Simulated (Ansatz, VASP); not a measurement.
**Be in VASP and in Ansatz**

File INCAR:

```
  PREC = Accurate
  ENCUT = 520
  EDIFF = 1E-6
  ISMEAR = 0
  SIGMA = 0.1
  LREAL = F
  LASPH = T
  NELM = 60
  ALGO = Normal
  ISIF = 2
  LWAVE = F
  LCHARG = F
  GGA = PS
  NBANDS = 15
```

KPOINTS

```
regular mesh
0
Gamma
  10 6 4
```

The input POSCAR:

```
Be
1.0
    0.0000000000      0.0000000000     -2.1830619022
    1.7805623630     -3.0840244788      0.0000000000
   -5.3416870891     -3.0840244787      0.0000000000
Be
6
Direct
    0.0000000000      0.5000000000      0.5000000000
    0.0000000000      1.0000000000      1.0000000000
    0.5000000000      0.5000000000      0.8333333333
    0.5000000000      0.0000000000      0.3333333333
    0.5000000000      0.0000000000      0.6666666667
    0.5000000000      0.5000000000      0.1666666667
```

Input for Ansatz:

```yaml
crystal:
  lattice:
    - [0.0, 0.0, -2.1830619022]
    - [1.780562363, -3.0840244788, 0.0]
    - [-5.3416870891, -3.0840244787, 0.0]
  atoms:
    - { symbol: Be, position: [0.0, 0.5, 0.5] }
    - { symbol: Be, position: [0.0, 1.0, 1.0] }
    - { symbol: Be, position: [0.5, 0.5, 0.8333333333] }
    - { symbol: Be, position: [0.5, 0.0, 0.3333333333] }
    - { symbol: Be, position: [0.5, 0.0, 0.6666666667] }
    - { symbol: Be, position: [0.5, 0.5, 0.1666666667] }
basis:
  ecutwfc: 420
kpoints:
  mp_grid: { grid: [10, 6, 4] }
hamiltonian:
  xc: pbesol
scf:
  occupations: { method: gaussian, width: 0.1 }
output:
  forces: true
  stress: true
  eigenvalues: true
```

Alike in both runs: task single point; functional PBEsol; k mesh 10 × 6 × 4; occupations gaussian, width 0.1 eV; no spin polarisation.

```csv
,VASP,Ansatz
version,VASP 6.6.1,Ansatz 0.2.0
potentials or method,"VASP PAW PBE potentials, release 64 (Be)","scalar-relativistic, plane waves, PAW"
plane-wave cutoff (eV),520,420
valence electrons in the cell,12,12
```

VASP gave:

- gap on the k mesh at the Fermi level (eV): none
- pressure (GPa): 0.4
- largest component of the traceless stress (GPa): 0.55
- rms of the force components (eV/Å): 0.004

Problem. Which values does Ansatz return?

Solution. gap on the k mesh at the Fermi level (eV): none; pressure (GPa): 0.1; largest component of the traceless stress (GPa): 0.60; rms of the force components (eV/Å): 0.004.

Atom by atom the forces differ by 0.000 eV/Å (rms over components). A gap of «none» marks a metal or a gap that the smearing closes.

Caveats: the PAW data sets were made with another functional, which shifts forces and pressure a little (VASP).
